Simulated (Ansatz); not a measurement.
# As: pressure up to the limit of the methods

An exercise on one series of results from a longer session: the logs are not shown, and one member is left open.

Program: Ansatz 0.2.0. Level of theory: DFT PBE, with the methods named in each step. These are calculated values, not measurements.

**The structure to begin with**

It takes space group Fd-3m (No. 227, cubic). The conventional cell has a = 5.749 Å, b = 5.749 Å, c = 5.749 Å, α = 90.00°, β = 90.00°, γ = 90.00°. Around As (site symmetry -43m) lie 4 As at 2.49 Å.

Structure file:

```
As
1.0
     0.00000    2.87445    2.87445
     2.87445    0.00000    2.87445
     2.87445    2.87445    0.00000
As
2
Direct
  0.87500 0.87500 0.87500
  0.12500 0.12500 0.12500
```

Whether this phase is the stable one at these pressures isn't tested.

Atoms are numbered in the order of the input: As1, As2.

Set-up of the first run:

The input, input.yaml:

```yaml
crystal:
  lattice:
    - [0.0, 2.8744485395, 2.8744485395]
    - [2.8744485395, 0.0, 2.8744485395]
    - [2.8744485395, 2.8744485395, 0.0]
  atoms:
    - { symbol: As, position: [-0.125, -0.125, -0.125] }
    - { symbol: As, position: [0.125, 0.125, 0.125] }
kpoints:
  mp_grid: { grid: [13, 13, 13] }
scf:
  occupations: { method: fermi_dirac, width: 0.08 }
hamiltonian:
  xc: pbe
  pseudopotentials: { kind: paw }
output:
  forces: true
  stress: true
relax:
  f_tol: 0.005
  max_steps: 40
  cell: {}
```

Launch:

```bash
$ ansatz run input.yaml --threads 1 --pin off --max-ram 2048MiB --backend cpu --events-out ev --progress --plain --runs-dir out
```

Steps of the session up to this table: Cell relaxed at zero pressure, PAW; More of the same log: cell relaxed at zero pressure; Volume scaled by 1, PAW; Volume scaled by 1, PAW (cutoff 800 eV); Volume scaled by 0.9, PAW; Volume scaled by 0.8, PAW; Volume scaled by 0.7, PAW; Volume scaled by 0.7, PAW (level accurate); Volume scaled by 0.6, PAW; Volume scaled by 0.5, PAW; Volume scaled by 0.4, PAW; Volume scaled by 0.4, PAW (cutoff 800 eV).

One table of the session follows, with a row left open; its other results are not shown here.

| method | volume over the first | volume (Å³/atom) | pressure (GPa) |
| --- | --- | --- | --- |
| PAW | 1 | 28.476 | 0.00 |
| PAW | 0.9 | 25.628 | 5.99 |
| PAW | 0.8 | 22.780 | 15.83 |
| PAW | 0.7 | 19.933 | 32.03 |
| PAW | 0.6 | 17.085 | 61.42 |
| PAW | 0.5 | ? | ? |
| PAW | 0.4 | 11.390 | 260.26 |
| PAW (cutoff 800 eV) | 1 | 28.476 | 0.00 |
| PAW (cutoff 800 eV) | 0.4 | 11.390 | 260.21 |
| PAW (level accurate) | 0.7 | 19.933 | 32.03 |

Q: Estimate the row for PAW, 0.5 from the others.

The run gave: volume (Å³/atom): 14.238; pressure (GPa): 120.13. In the column «volume (Å³/atom)» it lies between PAW (cutoff 800 eV), 0.4 (11.390) and PAW, 0.6 (17.085).
